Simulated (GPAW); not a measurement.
Computed results, one entry a study.

## TiO2 (C2/m): one start, several treatments of the self-energy

The structure is monoclinic, space group C2/m (No. 12). The conventional cell has a = 12.307 Å, b = 3.767 Å, c = 6.616 Å, α = 90.00°, β = 106.95°, γ = 90.00°. Nearest to Ti lie 5 O at 1.78 to 2.03 Å. Nearest to Ti lie 6 O at 1.86 to 2.16 Å. Nearest to O lie 3 Ti at 1.86 to 2.16 Å. Nearest to O lie 3 Ti at 1.94 to 2.03 Å. Nearest to O lie 2 Ti at 1.78 to 1.87 Å. O has 3 Ti at 1.96 to 2.16 Å nearest. Farther neighbours and most contacts between anions are not listed.

```xyz
12
Lattice="6.1536 -1.8835 0.0000 6.1536 1.8835 0.0000 -1.9283 0.0000 6.3290" Properties=species:S:1:pos:R:3 pbc="T T T"
Ti    8.5226    0.0000    4.5330
Ti   -0.1400    0.0000    4.4961
Ti    1.8562    0.0000    1.7959
Ti   10.5189    0.0000    1.8329
O     0.0047    0.0000    2.3416
O     6.4903    0.0000    4.4721
O     1.6255    0.0000    0.0298
O    10.3741    0.0000    3.9874
O     8.3943    0.0000    2.1993
O     8.7534    0.0000    6.2992
O     1.9846    0.0000    4.1297
O     3.8886    0.0000    1.8569
```

```
method                                  : DFT, LDA, plane waves, PAW (and 3 further levels or steps)
program                                 : GPAW 26.7.0
settings of one run                     : cutoff 600 eV, GPAW PAW setups 1.2.1 data release, 4×4×2 k-mesh, nbands 503
cost                                    : 6 runs, 47 min in all on 4 MPI ranks of Intel Xeon 6975P-C (Granite Rapids), shared host (the runs of this entry)
notes                                   : The cell and positions are those that the Materials Project relaxed with its own functionals (PBE, PBE+U or r2SCAN), kept fixed. This is not the form that TiO2 usually takes at ambient conditions. Bands and cutoff are finite, so the gap is not at the basis limit. The miss can reach some tenths of an eV and take either sign; the mesh is an error of its own. The 4×4×2 mesh is coarse for this cell, which bears on the long-range parts of exchange and screening.
G0W0, Godby-Needs plasmon pole          : 4.730 eV
one-shot HSE06                          : 5.317 eV
G0W0, extrapolated in the cutoff        : 4.890 eV
one-shot PBE0                           : 6.071 eV
G0W0, full frequency, Hilbert transform : 4.610 eV
known limits                            : not at the basis limit; coarse k mesh
```

One-shot HSE06: +0.587 eV against G0W0, Godby-Needs plasmon pole. G0W0, extrapolated in the cutoff: +0.159 eV against G0W0, Godby-Needs plasmon pole, at other bands or cutoff, so not like for like.

[Paths, hosts, dates, memory and timing lines, banners, echoed tables and standing remarks are left out of the program output.]

[Logs are printed without paths, hosts, clocks, repeated set-up lines and the standing remarks that a program may print on its own settings, such as how far it seeks lower states.]

[Runs of the session that timed out or met a known fault of the program may be left out.]

[Hosts, paths, dates, database ids (printed as entryN), source tags and the programs' standing remarks are cut or masked in the printed files.]
